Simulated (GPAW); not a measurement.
## RbBr (Fm-3m): one start, several treatments of the self-energy

It takes space group Fm-3m (No. 225, cubic). The conventional cell has a = 6.854 Å, b = 6.854 Å, c = 6.854 Å, α = 90.00°, β = 90.00°, γ = 90.00°. Rb has 6 Br at 3.43 Å nearest. Br has 6 Rb at 3.43 Å nearest. Farther neighbours and most contacts between anions are not listed.

| Property | Result |
| --- | --- |
| method | DFT, PBE, plane waves, PAW (and 1 further level or step) |
| program | GPAW 26.7.0 |
| settings of one run | cutoff 450 eV, GPAW PAW setups 1.2.1 data release, 4×4×4 k-mesh, nbands 140 |
| cost | 3 runs, 2.6 min in all on 4 MPI ranks of Arm Neoverse V1, shared host (the runs of this entry) |
| notes | The database entry behind the starting cell differs from later determinations by our own check (about 0.5 % short). The cell and positions come from the Crystallography Open Database and are kept as given unless a step says otherwise. Limits: no spin-orbit coupling. Bands and cutoff are finite, so the gap is not at the basis limit. The miss can reach some tenths of an eV and take either sign; the mesh is an error of its own. |
| G0W0, Godby-Needs plasmon pole | 6.668 eV |
| G0W0 with rALDA vertex | 6.711 eV |
| known limits | not at the basis limit; no spin-orbit coupling |

G0W0 with rALDA vertex: +0.042 eV against G0W0, Godby-Needs plasmon pole, at other bands or cutoff, so not like for like. With the rALDA kernel as a vertex the gap is 6.45 eV (in the polarisability), 6.97 eV (in the self-energy) and 6.79 eV (in both), against 6.67 eV without.

[Runs of the session that timed out or met a known fault of the program may be left out.]

[Hosts, paths, dates, database ids (printed as entryN), source tags and the programs' standing remarks are cut or masked in the printed files.]
